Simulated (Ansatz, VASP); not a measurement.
**Two plane-wave programs on Sn2Ge**

```xyz
3
Lattice="0.0000 2.6025 6.3505 2.2763 0.0000 6.3505 2.2763 2.6025 0.0000" Properties=species:S:1:pos:R:3 pbc="T T T"
Sn    2.2763    2.6025   10.7584
Sn    2.2763    2.6025    1.9427
Ge    2.2763    2.6025    6.3505
```

Alike in both runs: functional PBE; k mesh 6 × 6 × 6; occupations gaussian, width 0.1 eV; no spin polarisation.

Ansatz relaxed the structure, and its values are those at the end. VASP's run is a single point on that final structure, the one shown.

|  | VASP | Ansatz |
| --- | --- | --- |
| version | VASP 6.6.1 | Ansatz 0.2.0 |
| potentials or method | VASP PAW PBE potentials, release 64 (Sn_d, Ge_d) | scalar-relativistic, plane waves, PAW |
| plane-wave cutoff (eV) | 520 | 420 |
| valence electrons in the cell | 42 | 42 |

|  | VASP | Ansatz | Ansatz less VASP |
| --- | --- | --- | --- |
| gap on the k mesh at the Fermi level (eV) | none | none | - |
| pressure (GPa) | -0.1 | 0.0 | +0.13 |
| rms of the force components (eV/Å) | 0.011 | 0.010 | -0.0011 |

A gap of «none» marks a metal or a gap that the smearing closes.
